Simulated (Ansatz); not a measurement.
## How the vibrations of Al₃GaN₄ change with volume

These are results of DFT PBEsol, scalar-relativistic, plane waves, PAW (Ansatz), not measurements. Settings: 420 eV plane-wave cutoff, Γ-centred 6×6×6 mesh, fixed occupations. No spin polarisation. Phonons by linear response, acoustic sum rule imposed.

Equilibrium structure at this level:
```cif
data_structure
_symmetry_space_group_name_H-M 'P-43m'
_symmetry_Int_Tables_number 215
_cell_length_a 4.4072
_cell_length_b 4.4072
_cell_length_c 4.4072
_cell_angle_alpha 90.000
_cell_angle_beta 90.000
_cell_angle_gamma 90.000
_cell_volume 85.60
loop_
_atom_site_label
_atom_site_type_symbol
_atom_site_symmetry_multiplicity
_atom_site_Wyckoff_symbol
_atom_site_fract_x
_atom_site_fract_y
_atom_site_fract_z
_atom_site_occupancy
Al1 Al 3 c 0.50000 0.50000 0.00000 1
Ga1 Ga 1 a 0.00000 0.00000 0.00000 1
N1 N 4 e 0.74471 0.74471 0.25529 1
```

Cells at 0.98 and 1.02 times the equilibrium volume were relaxed in shape and atoms; γ = −d ln ν / d ln V, modes matched by rank.

Question: Give the optical frequencies at Γ without the LO field (cm⁻¹) at the three volumes and the mode Grüneisen parameters.

Answer:
```
0.98 V    V  1.02 V     γ  degeneracy
   243  242     241  0.17           3
   328  327     327  0.06           3
   527  518     508  0.92           3
   625  608     591  1.42           3
   678  656     635  1.64           3
   679  658     638  1.55           3
   701  684     667  1.23           1
   717  701     685  1.15           2
```

Question: What pressures hold the two strained cells, and what bulk modulus follows?

Answer: 4.16 GPa at 0.98 V and -3.76 GPa at 1.02 V, so B = −dP/d ln V ≈ 198 GPa.

Question: How does the gap respond?

Answer: It is 3.34, 3.32 and 3.26 eV at 0.98, 1 and 1.02 V: dE_g/d ln V = -1.9 eV.

Question: And the dielectric constants (a third of the trace)?

Answer: ε∞: 4.88, 4.93, 4.98; ε0: 8.7, 9.0, 9.2, in order of rising volume.